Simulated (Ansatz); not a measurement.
Crystal: HgTe (Coloradoite).

```
CELL_PARAMETERS angstrom
0.00000 3.21450 3.21450
3.21450 0.00000 3.21450
3.21450 3.21450 0.00000
ATOMIC_POSITIONS crystal
Hg 0.00000 0.00000 0.00000
Te 0.75000 0.75000 0.75000
```

Program: Ansatz 0.2.0. Alike in all runs: task band structure; potentials or basis Ansatz PAW; cell as given; smearing fermi-dirac 0.05 eV.

Order these runs on this cell by their pressure, lowest first.
A. level r2SCAN; spin off; k mesh 7 × 7 × 7; cutoff (eV) 500
B. level PBEsol; spin SOC, no magnetisation; k mesh 5 × 5 × 5; cutoff (eV) 420
C. level revPBE; spin off; k mesh 7 × 7 × 7; cutoff (eV) 420
D. level BLYP; spin off; k mesh 7 × 7 × 7; cutoff (eV) 420
E. level LDA; spin SOC, no magnetisation; k mesh 5 × 5 × 5; cutoff (eV) 420

E (-0.2 GPa), B (1.4 GPa), A (3.2 GPa), C (5.8 GPa), D (7.8 GPa).

Caveats: the PAW data sets come from PBE, with cores solved anew for the run's functional, which leaves a small shift of forces and pressure.
